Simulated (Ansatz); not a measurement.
A run of Ansatz 0.2.0 is set up as follows.

The input input:

```
crystal:
  lattice:
    - [0.0, 2.873958, 2.873958]
    - [2.873958, 0.0, 2.873958]
    - [2.873958, 2.873958, 0.0]
  atoms:
    - { symbol: Cd, position: [0.0, 0.0, 0.0] }
    - { symbol: Se, position: [0.5, 0.5, 0.5] }
hamiltonian:
  xc: r2scan50
  pseudopotentials: { kind: paw }
kpoints:
  mp_grid: { grid: [4, 4, 4] }
scf:
  occupations: { method: fermi_dirac, width: 0.05 }
output:
  forces: true
  stress: true
  eigenvalues: true
  write_density: true
  write_potential: true
  elf: true
  volumetric_format: npy
```

What does it give for the band gap on the k mesh?

2.85 eV, indirect (least direct gap 4.13 eV).

What does it give for the pressure?

-3.4 GPa.

Caveat: the k mesh is coarse (spacing up to 0.47 Å⁻¹), so the values aren't converged, least of all with exact exchange; the PAW data sets come from PBE, with cores solved anew for the run's functional, which leaves a small shift of forces and pressure; the thresholds are loose for stress. A k mesh can miss the band edges.
